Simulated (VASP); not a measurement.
# Ag (Fm-3m) in VASP: notebook

Aim: see how the results for Ag move with the level of theory and the settings. Levels: LDA, PBE+U, HSE06. Tasks: band structure.

All numbers are computed with VASP 6.6.1; they aren't measurements. Logs are shortened: lines on timing, memory, paths and dates and some standing lists are left out, and cuts for length are marked.

## Step 1: The structure

The structure is cubic, space group Fm-3m (No. 225). Conventional cell: a = 4.085 Å, b = 4.085 Å, c = 4.085 Å, α = 90.00°, β = 90.00°, γ = 90.00°. Around Ag (site symmetry m-3m) lie 12 Ag at 2.89 Å.

## Step 2: Band structure, LDA, non-collinear spin, zero start, spin-orbit coupling

Input file INCAR:

```
SYSTEM = Ag
ALGO     = Fast           ! electronic algorithm
EDIFF    = 1E-6           ! SCF threshold, eV
ENCUT    = 520            ! plane-wave cutoff, eV
GGA_COMPAT= .False.      
ISIF     = 2              ! what is computed and relaxed
ISMEAR   = -1             ! smearing method
LASPH    = .True.         ! aspherical terms in the spheres
LCHARG   = .False.        ! write CHGCAR
LMAXMIX  = 4              ! l up to which the mixer works
LORBIT   = 11             ! projections on sites
LREAL    = .False.        ! projectors in reciprocal space
LSORBIT  = .True.         ! spin-orbit coupling
LWAVE    = .False.        ! write WAVECAR
MAGMOM   = 0 0 0          ! initial moments
NELM     = 100            ! most SCF steps
PREC     = Accurate       ! precision mode
SIGMA    = 0.05           ! smearing width, eV
```

Input file KPOINTS:

```
k-points
0
Gamma
  16 16 16
  0 0 0
```

Input file POSCAR:

```
Ag
1.0
    0.0000000000      2.0426500000      2.0426500000
    2.0426500000      0.0000000000      2.0426500000
    2.0426500000      2.0426500000      0.0000000000
Ag
1
Direct
    0.0000000000      0.0000000000      0.0000000000
```

Input file KPOINTS_OPT:

```
explicit points
21
Reciprocal
 0.0000000000  0.0000000000  0.0000000000 1
 0.0500000000  0.0500000000  0.0500000000 1
 0.1000000000  0.1000000000  0.1000000000 1
 0.1500000000  0.1500000000  0.1500000000 1
 0.2000000000  0.2000000000  0.2000000000 1
 0.2500000000  0.2500000000  0.2500000000 1
 0.3000000000  0.3000000000  0.3000000000 1
 0.3500000000  0.3500000000  0.3500000000 1
 0.4000000000  0.4000000000  0.4000000000 1
 0.4500000000  0.4500000000  0.4500000000 1
 0.5000000000  0.5000000000  0.5000000000 1
 0.0500000000  0.0500000000  0.0000000000 1
 0.1000000000  0.1000000000  0.0000000000 1
 0.1500000000  0.1500000000  0.0000000000 1
 0.2000000000  0.2000000000  0.0000000000 1
 0.2500000000  0.2500000000  0.0000000000 1
 0.3000000000  0.3000000000  0.0000000000 1
 0.3500000000  0.3500000000  0.0000000000 1
 0.4000000000  0.4000000000  0.0000000000 1
 0.4500000000  0.4500000000  0.0000000000 1
 0.5000000000  0.5000000000  0.0000000000 1
```

Potentials or basis: VASP PAW LDA potentials, release 64 (Ag).

Started as:

```
cat potpaw_LDA.64/Ag/POTCAR > POTCAR
mpirun -np 1 vasp_ncl > vasp.out
```

OUTCAR:

```text
SYSTEM = Ag
   EDIFF = 1E-6
   ENCUT = 520
   ISIF = 2
   ISMEAR = -1
   LASPH = .True.
   LORBIT = 11
   LREAL = .False.
   LSORBIT = .True.
   NELM = 100
   PREC = Accurate

 ion  position               nearest neighbor table
   1  0.000  0.000  0.000-

  LATTYP: Found a face centered cubic cell.
 ALAT       =     4.0853000000

  Lattice vectors:

 A1 = (   0.0000000000,   2.0426500000,   2.0426500000)
 A2 = (   2.0426500000,   0.0000000000,   2.0426500000)
 A3 = (   2.0426500000,   2.0426500000,   0.0000000000)

Analysis of symmetry for initial positions (statically):
=====================================================================
 Subroutine PRICEL returns:
 Original cell was already a primitive cell.

 Routine SETGRP: Setting up the symmetry group for a
 face centered cubic supercell.

 Subroutine GETGRP returns: Found 48 space group operations
 (whereof 48 operations were pure point group operations)
 out of a pool of 48 trial point group operations.

The static configuration has the point symmetry O_h .

Analysis of symmetry for dynamics (positions and initial velocities):
=====================================================================
 Subroutine PRICEL returns:
 Original cell was already a primitive cell.

 Routine SETGRP: Setting up the symmetry group for a
 face centered cubic supercell.

 Subroutine GETGRP returns: Found 48 space group operations
 (whereof 48 operations were pure point group operations)
 out of a pool of 48 trial point group operations.

The dynamic configuration has the point symmetry O_h .

Analysis of structural, dynamic, and magnetic symmetry:
=====================================================================
 Subroutine PRICEL returns:
 Original cell was already a primitive cell.

 Routine SETGRP: Setting up the symmetry group for a
 face centered cubic supercell.

 Subroutine GETGRP returns: Found 48 space group operations
 (whereof 48 operations were pure point group operations)
 out of a pool of 48 trial point group operations.

The overall configuration has the point symmetry O_h .

 Subroutine INISYM returns: Found 48 space group operations
 (whereof 48 operations are pure point group operations),
 and found     1 'primitive' translations

----------------------------------------------------------------------------------------

                                     Primitive cell

  volume of cell :      17.0456

  direct lattice vectors                    reciprocal lattice vectors
     0.000000000  2.042650000  2.042650000    -0.244780065  0.244780065  0.244780065
     2.042650000  0.000000000  2.042650000     0.244780065 -0.244780065  0.244780065
     2.042650000  2.042650000  0.000000000     0.244780065  0.244780065 -0.244780065

  length of vectors
     2.888743333  2.888743333  2.888743333     0.423971509  0.423971509  0.423971509

  position of ions in fractional coordinates (direct lattice)
     0.000000000  0.000000000  0.000000000

  ion indices of the primitive-cell ions
   primitive index   ion index
                 1           1

----------------------------------------------------------------------------------------

 KPOINTS: k-points

Automatic generation of k-mesh.
 Grid dimensions read from file:
 generate k-points for:   16   16   16

 Generating k-lattice:

  Cartesian coordinates                     Fractional coordinates (reciprocal lattice)
    -0.015298754  0.015298754  0.015298754     0.062500000  0.000000000  0.000000000
     0.015298754 -0.015298754  0.015298754     0.000000000  0.062500000  0.000000000
     0.015298754  0.015298754 -0.015298754     0.000000000  0.000000000  0.062500000

  Length of vectors
     0.026498219  0.026498219  0.026498219

  Shift w.r.t. Gamma in fractional coordinates (k-lattice)
     0.000000000  0.000000000  0.000000000

 Subroutine IBZKPT returns following result:
 ===========================================

 Found    145 irreducible k-points:

 Following reciprocal coordinates:
            Coordinates               Weight
  0.000000  0.000000  0.000000      1.000000
  0.062500  0.000000  0.000000      8.000000
  0.125000  0.000000  0.000000      8.000000
  0.187500  0.000000  0.000000      8.000000
  0.250000  0.000000  0.000000      8.000000
  0.312500  0.000000  0.000000      8.000000
[... 16 lines left out ...]
 -0.125000  0.062500  0.000000     24.000000
 -0.062500  0.062500  0.000000     12.000000
 [... further k-points ...]
   k-points           NKPTS =    145   k-points in BZ     NKDIM =    145   number of bands    NBANDS=     18
   number of dos      NEDOS =    301   number of ions     NIONS =      1
   total plane-waves  NPLWV =  13824
   dimension x,y,z NGX =    24 NGY =   24 NGZ =   24
   dimension x,y,z NGXF=    48 NGYF=   48 NGZF=   48
   ions per type =               1
   NGX,Y,Z   is equivalent  to a cutoff of  13.81, 13.81, 13.81 a.u.
   NGXF,Y,Z  is equivalent  to a cutoff of  27.62, 27.62, 27.62 a.u.
 SYSTEM =  Ag
   PREC   = accura    normal or accurate (medium, high low for compatibility)
   ISTART =      0    job   : 0-new  1-cont  2-samecut
   ICHARG =      2    charge: 1-file 2-atom 10-const
   ISPIN  =      1    spin polarized calculation?
   LNONCOLLINEAR =      T non collinear calculations
   LSORBIT =      T    spin-orbit coupling
   LASPH  =      T    aspherical Exc in radial PAW
   ENCUT  =  520.0 eV  38.22 Ry    6.18 a.u.   5.37  5.37  5.37*2*pi/ulx,y,z
   NELM   =    100;   NELMIN=  2; NELMDL= -5     # of ELM steps
   EDIFF  = 0.1E-05   stopping-criterion for ELM
   LREAL  =      F    real-space projection
   EDIFFG = 0.1E-04   stopping-criterion for IOM
   NSW    =      0    number of steps for IOM
   IBRION =     -1    ionic relax: 0-MD 1-quasi-New 2-CG
   NFREE  =      0    steps in history (QN), initial steepest desc. (CG)
   ISIF   =      2    stress and relaxation
   ISYM   =      2    0-nonsym 1-usesym 2-fastsym
   POTIM  = 0.5000    time-step for ionic-motion
   TEBEG  =    0.0;   TEEND  =   0.0 temperature during run
   PSTRESS=    0.0 pullay stress
   NELECT =      11.0000    total number of electrons
   NUPDOWN=      -1.0000    fix difference up-down
   EMIN   =  10.00;   EMAX   =-10.00  energy-range for DOS
   EFERMI =   0.00;   METHOD = LEGACY
   ISMEAR =    -1;   SIGMA  =   0.05  broadening in eV -4-tet -1-fermi 0-gaus
   EFERMI_NEDOS =   21; number of points for ismear=-14 and -15
   IALGO  =     68    algorithm
   IMIX   =      4    mixing-type and parameters
     AMIX     =   0.40;   BMIX     =  1.00
     AMIX_MAG =   1.60;   BMIX_MAG =  1.00
  volume/ion in A,a.u.               =      17.05       115.03
  Fermi-wavevector in a.u.,A,eV,Ry     =   1.414713  2.673420 27.230887  2.001414
  Thomas-Fermi vector in A             =   2.536227
   LORBIT       =     11    0 simple, 1 ext, 2 COOP (PROOUT), +10 PAW based schemes
   GGA     = CA    functional components
   LHFCALC =     F    Hartree Fock is set to
   AEXX    =    0.0000 exact exchange contribution
   IVDW    =     0    specifies the selected vdW correction
   LEPSILON=     F    determine dielectric tensor
   LRPA    =     F    only Hartree local field effects (RPA)
 RMM-DIIS sequential band-by-band and
  energy-cutoff  :      520.00
  volume of cell :       17.05
 maximum number of plane-waves:       954
 NGX is ok and might be reduce to    24
   NGX = 11   NGY = 11   NGZ = 11

 number of electron      10.9999999 magnetization       0.0000000     -0.0000000      0.0000000

 number of electron      10.9999999 magnetization      -0.0000000     -0.0000000     -0.0000000

 number of electron      10.9999999 magnetization       0.0000000      0.0000000      0.0000000

 Free energy of the ion-electron system (eV)
  ---------------------------------------------------
  ext. energy  EPLUGINS =         0.00000000
  ---------------------------------------------------
  free energy    TOTEN  =        -3.78887199 eV

  energy without entropy =       -3.78651575  energy(sigma->0) =       -3.78769387

 E-fermi :   8.0893     XC(G=0): -12.5860

 val. band max:        8.0738187316   @ k =   0.5000   0.3125   0.1250
 cond. band min:       8.1030155153   @ k =   0.5000   0.1875   0.0625
 fundamental gap:      0.0291967837
 Fermi energy:         8.0893128328

 k-point     1 :       0.0000    0.0000    0.0000
  band No.  band energies     occupation
      1       0.3204      1.00000
      2       0.3204      1.00000
      3       3.1956      1.00000
      4       3.1956      1.00000
      5       3.1956      1.00000
      6       3.1956      1.00000
[... 10 lines left out ...]
     17      27.7989      0.00000
     18      27.7989      0.00000
[... 466 lines left out ...]
      2       0.6415      1.00000
      3       3.1647      1.00000
      4       3.1647      1.00000
      5       3.2678      1.00000
      6       3.2678      1.00000
[... 10 lines left out ...]
     17      27.0588      0.00000
     18      27.0589      0.00000

 [... further k-points ...]

------------------------ aborting loop because EDIFF is reached ----------------------------------------

  FORCE on cell =-STRESS in cart. coord.  units (eV):
  Direction    XX          YY          ZZ          XY          YZ          ZX
  --------------------------------------------------------------------------------------
  -------------------------------------------------------------------------------------
  Total       -0.7734833     -0.7734833     -0.7734833     -0.0000000      0.0000000     -0.0000000
  in kB      -72.7025551    -72.7025551    -72.7025551     -0.0000000      0.0000000     -0.0000000
  external PRESSURE =     -72.7025551 kB  Pullay stress =       0.0000000 kB

 VOLUME and BASIS-vectors are now :
 -----------------------------------------------------------------------------
  energy-cutoff  :      520.00
  volume of cell :       17.05
      direct lattice vectors                 reciprocal lattice vectors
     0.000000000  2.042650000  2.042650000    -0.244780065  0.244780065  0.244780065
     2.042650000  0.000000000  2.042650000     0.244780065 -0.244780065  0.244780065
     2.042650000  2.042650000  0.000000000     0.244780065  0.244780065 -0.244780065

 POSITION                                       TOTAL-FORCE (eV/Angst)
 -----------------------------------------------------------------------------------
      0.00000      0.00000      0.00000        -0.000000      0.000000     -0.000000
 -----------------------------------------------------------------------------------
    total drift:                                0.000000      0.000000      0.000000

  FREE ENERGIE OF THE ION-ELECTRON SYSTEM (eV)
  ---------------------------------------------------
  free  energy   TOTEN  =        -3.7888719874 eV

  energy  without entropy=       -3.7865157542  energy(sigma->0) =       -3.78769387

 Spin-Orbit-Coupling matrix elements

 Ion:    1  E_soc:     -0.0566057
 l=   1
     0.0000000    -0.0021198    -0.0021198
    -0.0021198     0.0000000    -0.0021198
    -0.0021198    -0.0021198     0.0000000
 l=   2
     0.0000000    -0.0015524     0.0000000    -0.0015524    -0.0057621
    -0.0015524     0.0000000    -0.0043216    -0.0015524    -0.0014405
     0.0000000    -0.0043216     0.0000000    -0.0043216     0.0000000
    -0.0015524    -0.0015524    -0.0043216     0.0000000    -0.0014405
    -0.0057621    -0.0014405     0.0000000    -0.0014405     0.0000000
 l=   3
     0.0000000     0.0000000     0.0000000     0.0000000     0.0000000     0.0000000     0.0000000
     0.0000000     0.0000000     0.0000000     0.0000000     0.0000000     0.0000000     0.0000000
     0.0000000     0.0000000     0.0000000     0.0000000     0.0000000     0.0000000     0.0000000
     0.0000000     0.0000000     0.0000000     0.0000000     0.0000000     0.0000000     0.0000000
     0.0000000     0.0000000     0.0000000     0.0000000     0.0000000     0.0000000     0.0000000
     0.0000000     0.0000000     0.0000000     0.0000000     0.0000000     0.0000000     0.0000000
     0.0000000     0.0000000     0.0000000     0.0000000     0.0000000     0.0000000     0.0000000

 total charge

# of ion       s       p       d       tot
------------------------------------------
    1        0.425   0.305   9.142   9.871

 magnetization (x)

# of ion       s       p       d       tot
------------------------------------------
    1        0.000  -0.000   0.000   0.000

 magnetization (y)

# of ion       s       p       d       tot
------------------------------------------
    1       -0.000   0.000   0.000  -0.000

 magnetization (z)

# of ion       s       p       d       tot
------------------------------------------
    1        0.000   0.000   0.000   0.000
```

It took 99 s on 1 thread of AMD EPYC 7R13 (Zen 3), shared host; peak memory 0.23 GiB.

What came out:

| Property | Result |
| --- | --- |
| Free energy | -3.7889 eV |
| Pressure | -7.3 GPa |
| Net moment | 0.00 μB per cell |
| Valence electrons inside the program's atomic spheres | Ag 9.87 |

Moments on the atoms (μB; x, y, z):
```
Ag  0.00 0.00 0.00
```

(Part 1 of 2 ends here.)
